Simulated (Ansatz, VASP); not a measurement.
**CdSe in VASP and in Ansatz**

POSCAR

```
CdSe
1.0
    4.6022437317      0.0209402090      0.0000000000
   -2.2829871129      3.9751898815      0.0000000000
    0.0000000000      0.0000000000      6.0016225224
Cd Se
2 2
Direct
    0.3332233501      0.6666522542      0.2500000000
    0.6667766499      0.3333477458      0.7500000000
    0.6688569028      0.3332936360      0.2500000000
    0.3311430972      0.6667063640      0.7500000000
```

INCAR.step1

```
ALGO = Normal
EDIFF = 1E-4
ENCUT = 520
GGA = PE
ISMEAR = 0
LASPH = True
LCHARG = False
LREAL = False
LWAVE = True
NBANDS = 26
NELM = 100
PREC = Accurate
SIGMA = 0.01
```

The input INCAR.step2:

```
ALGO = Normal
EDIFF = 1E-6
ENCUT = 520
ISIF = 2
ISMEAR = 0
ISTART = 1
LASPH = True
LCHARG = False
LMIXTAU = True
LREAL = False
LWAVE = False
METAGGA = R2SCAN
NBANDS = 26
NELM = 100
PREC = Accurate
SIGMA = 0.01
```

KPOINTS

```
k-points
0
Gamma
  6 6 4
```

Input for Ansatz:

```yaml
crystal:
  lattice:
    - [4.6022437317, 0.020940209, 0.0]
    - [-2.2829871129, 3.9751898815, 0.0]
    - [0.0, 0.0, 6.0016225224]
  atoms:
    - { symbol: Cd, position: [0.3332233501, 0.6666522542, 0.25] }
    - { symbol: Cd, position: [0.6667766499, 0.3333477458, 0.75] }
    - { symbol: Se, position: [0.6688569028, 0.333293636, 0.25] }
    - { symbol: Se, position: [0.3311430972, 0.666706364, 0.75] }
kpoints:
  mp_grid: { grid: [6, 6, 4] }
  band_path:
    path:
      - [0.0, 0.0, 0.0]
      - [0.5, 0.0, 0.0]
      - [0.3333333333, 0.3333333333, 0.0]
      - [0.0, 0.0, 0.5]
      - [0.5, 0.0, 0.5]
      - [0.3333333333, 0.3333333333, 0.5]
      - [0.333333, 0.328125, -0.5]
    npoints: 1
hamiltonian:
  xc: r2scan
scf:
  occupations: { method: fixed }
  n_extra_bands: 5
output:
  forces: true
  stress: true
  eigenvalues: true
```

Change from the starting cell: shear_xy strain +0.9%.

Alike in both runs: task single point; functional r2SCAN; k mesh 6 × 6 × 4; no spin polarisation.

```csv
,VASP,Ansatz
version,VASP 6.6.1,Ansatz 0.2.0
potentials or method,"VASP PAW PBE potentials, release 64 (Cd, Se)","plane waves, PAW"
plane-wave cutoff (eV),520,500
occupations,"gaussian, width 0.01 eV",fixed
valence electrons in the cell,36,72
```

|  | VASP | Ansatz | Ansatz less VASP |
| --- | --- | --- | --- |
| gap on the k mesh at the Fermi level (eV) | 0.70 | 0.72 | +0.021 |
| pressure (GPa) | 0.3 | 0.0 | -0.29 |
| largest component of the traceless stress (GPa) | 0.09 | 0.09 | +0.001 |

The two sets of potentials don't hold the same shells in valence.

Caveats: the PAW data sets were made with another functional, which shifts forces and pressure a little (VASP). A k mesh can miss the band edges.
